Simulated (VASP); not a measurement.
Input of a VASP 6.6.1 run:

Contents of INCAR:

```
SYSTEM = Cu
ALGO = Normal
EDIFF = 1E-7
ENCUT = 520
GGA = PE
ISIF = 2
ISMEAR = 0
LASPH = .True.
LCHARG = .False.
LREAL = .False.
LWAVE = .False.
NELM = 100
PREC = Accurate
SIGMA = 0.1
```

File KPOINTS:

```
k-points
0
Gamma
  12 12 12
  0 0 0
```

POSCAR

```
Cu                                      
1.0
   -0.0000000000      1.7605994885      1.7605994885
    1.7605994885      0.0000000000      1.7605994885
    1.7605994885      1.7605994885     -0.0000000000
  Cu            
     1
Direct
     0.0000000000000000    1.0000000000000000    1.0000000000000000
```

Potentials or basis: VASP PAW PBE potentials, release 64 (Cu).

The run is started by

```sh
$ cat potpaw_PBE.64/Cu/POTCAR > POTCAR
$ mpirun -np 1 vasp_std > vasp.out
```

**Question.** Estimate the band gap on the k mesh.

**Answer.** None (metal or under the smearing width).

**Question.** Predict the pressure.

**Answer.** 16.6 GPa.

Caveat: so large a pressure means that the cell lies far from this level's equilibrium, or that cutoff or potentials fall short.
